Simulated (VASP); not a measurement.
Input of a VASP 6.6.1 run:

File INCAR:

```
SYSTEM = Tl
ALGO = Normal ; EDIFF = 1E-6
EDIFFG = -0.01 ; ENCUT = 520
GGA = PE ; IBRION = 2
ISIF = 3 ; ISMEAR = 0
LASPH = .TRUE. ; LCHARG = .FALSE.
LREAL = .FALSE. ; LWAVE = .FALSE.
NELM = 120 ; NSW = 90
PREC = Accurate ; SIGMA = 0.1
```

The input KPOINTS:

```
k-points
0
G
  16 16 16
  0 0 0
```

The input POSCAR:

```
Tl
1.0
   -1.9410000000      1.9410000000      1.9410000000
    1.9410000000     -1.9410000000      1.9410000000
    1.9410000000      1.9410000000     -1.9410000000
Tl
1
Direct
    0.0000000000      0.0000000000      0.0000000000
```

Potentials or basis: VASP PAW PBE potentials, release 64 (Tl_d).

The run is started by

```sh
$ cat potpaw_PBE.64/Tl_d/POTCAR > POTCAR
$ mpirun -np 1 vasp_std > vasp.out
```

Q: What does it give for the space group after relaxing (to 0.05 Å)?

A: Im-3m (No. 229).

Q: Estimate the relaxed cell.

A: a = 3.438 Å, b = 3.438 Å, c = 3.438 Å, α = 109.47°, β = 109.47°, γ = 109.47°.

Q: Predict the relaxed volume.

A: 31.28 Å³/atom.

Q: What does it give for the band gap on the k mesh?

A: None (metal or under the smearing width).

Final structure:
```xyz
1
Lattice="-1.9848 1.9848 1.9848 1.9848 -1.9848 1.9848 1.9848 1.9848 -1.9848" Properties=species:S:1:pos:R:3 pbc="T T T"
Tl    0.0000    0.0000    0.0000
```

The run has no spin-orbit coupling, so splittings on Tl are missing. Zero-point motion and thermal expansion aren't in these numbers.
